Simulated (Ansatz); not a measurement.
# Mo: a trial structure relaxed

Aim: relax Mo from this start, black phosphorus type (Cmce, No. 64), and see where it ends.

Program: Ansatz 0.2.0. Level of theory: DFT PBE, scalar-relativistic, plane waves, PAW. These are calculated values, not measurements.

## 1. Starting point

Symmetry: Cmce, No. 64, orthorhombic system. Conventional cell: a = 3.164 Å, b = 10.037 Å, c = 4.187 Å, α = 90.00°, β = 90.00°, γ = 90.00°. Mo (site symmetry m) has 3 Mo at 2.07 to 2.11 Å as nearest neighbours.

Coordinates:

```
Mo
1.0
     1.58197   -5.01834    0.00000
     1.58197    5.01834    0.00000
     0.00000    0.00000    4.18673
Mo
4
Cartesian
  1.5820 4.0347 3.8099
  1.5820 -0.9836 2.4702
  1.5820 -4.0347 0.3768
  1.5820 0.9836 1.7166
```

(A quick probe on a coarse mesh, which set the mesh and smearing, is not shown.)

## 3. Coarse relaxation

input.yaml

```yaml
crystal:
  lattice:
    - [1.5819710255, -5.0183370901, 0.0]
    - [1.5819710255, 5.0183370901, 0.0]
    - [0.0, 0.0, 4.1867269437]
  atoms:
    - { symbol: Mo, position: [0.098, 0.902, 0.91] }
    - { symbol: Mo, position: [0.598, 0.402, 0.59] }
    - { symbol: Mo, position: [0.902, 0.098, 0.09] }
    - { symbol: Mo, position: [0.402, 0.598, 0.41] }
basis:
  ecutwfc: 420
kpoints:
  mp_grid: { grid: [6, 6, 4] }
hamiltonian:
  xc: pbe
scf:
  occupations: { method: gaussian, width: 0.1 }
  lower_state_search: "off"
output:
  forces: true
  stress: true
  eigenvalues: true
relax:
  adjacent_minimum: "off"
  f_tol: 0.04
  max_steps: 70
  cell: { stress_tol: 0.4 }
```

Further runs follow: the relaxation.

What does the calculation give?

The runs gave:

| quantity | value |
| --- | --- |
| cell (conventional) | a = 3.064 Å, b = 4.387 Å, c = 9.799 Å, α = 90.00°, β = 90.00°, γ = 90.00° |
| space group | Fmmm (No. 69) |
| volume | 16.47 Å³/atom |
| gap on the mesh | none (metal) |

**Reading.** The structure ended in another space group than at the start: Cmce to Fmmm.
